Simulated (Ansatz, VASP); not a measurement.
**Mg in VASP and in Ansatz**

The input INCAR:

```
SYSTEM = Mg
PREC = Accurate
ENCUT = 520
EDIFF = 1E-7
ISMEAR = -1
SIGMA = 0.05
LREAL = .False.
LASPH = .True.
NELM = 60
ALGO = Normal
ISIF = 2
LWAVE = .False.
LCHARG = .True.
GGA = CA
LELF = .True.
LVHAR = .True.
NBANDS = 9
```

KPOINTS

```
regular mesh
0
Gamma
  12 12 7
  0 0 0
```

File POSCAR:

```
Mg
1.0
    3.2092715325      0.0000000000      0.0000000000
   -1.6046357662      2.7793106748      0.0000000000
    0.0000000000      0.0000000000      5.1582267000
Mg
2
Direct
    0.3333333333      0.6666666667      0.2500000000
    0.6666666667      0.3333333333      0.7500000000
```

Input for Ansatz:

```yaml
crystal:
  lattice:
    - [3.2092715325, 0.0, 0.0]
    - [-1.6046357662, 2.7793106748, 0.0]
    - [0.0, 0.0, 5.1582267]
  atoms:
    - { symbol: Mg, position: [0.3333333333, 0.6666666667, 0.25] }
    - { symbol: Mg, position: [0.6666666667, 0.3333333333, 0.75] }
kpoints:
  mp_grid: { grid: [12, 12, 7] }
  band_path:
    path:
      - [0.0, 0.0, 0.0]
      - [0.5, 0.0, 0.0]
      - [0.3333333333, 0.3333333333, 0.0]
      - [0.0, 0.0, 0.0]
      - [0.0, 0.0, 0.5]
      - [0.5, 0.0, 0.5]
      - [0.3333333333, 0.3333333333, 0.5]
      - [0.0, 0.0, 0.5]
      - [0.5, 0.0, 0.5]
    npoints: 5
scf:
  occupations: { method: fermi_dirac, width: 0.05 }
hamiltonian:
  xc: lda
  pseudopotentials: { kind: all_electron, lapw: { basis_error: 0.001 } }
output:
  forces: true
  stress: true
  eigenvalues: true
```

Change from the starting cell: zz strain of -1 %.

Alike in both runs: task single point; functional LDA; k mesh 12 × 12 × 7; occupations fermi-dirac, width 0.05 eV; no spin polarisation.

|  | VASP | Ansatz |
| --- | --- | --- |
| version | VASP 6.6.1 | Ansatz 0.2.0 |
| potentials or method | VASP PAW LDA potentials, release 64 (Mg) | all-electron LAPW, scalar-relativistic |
| plane-wave cutoff (eV) | 520 | see its input |

Ansatz gave:

| Quantity | Value |
| --- | --- |
| pressure (GPa) | -2.2 |
| largest component of the traceless stress (GPa) | 0.27 |

Question: Which values does VASP return?

Answer: Pressure (GPa): -2.5; largest component of the traceless stress (GPa): 0.27.

Ansatz ran all-electron here, so the differences hold the error of VASP's frozen core and of both bases.
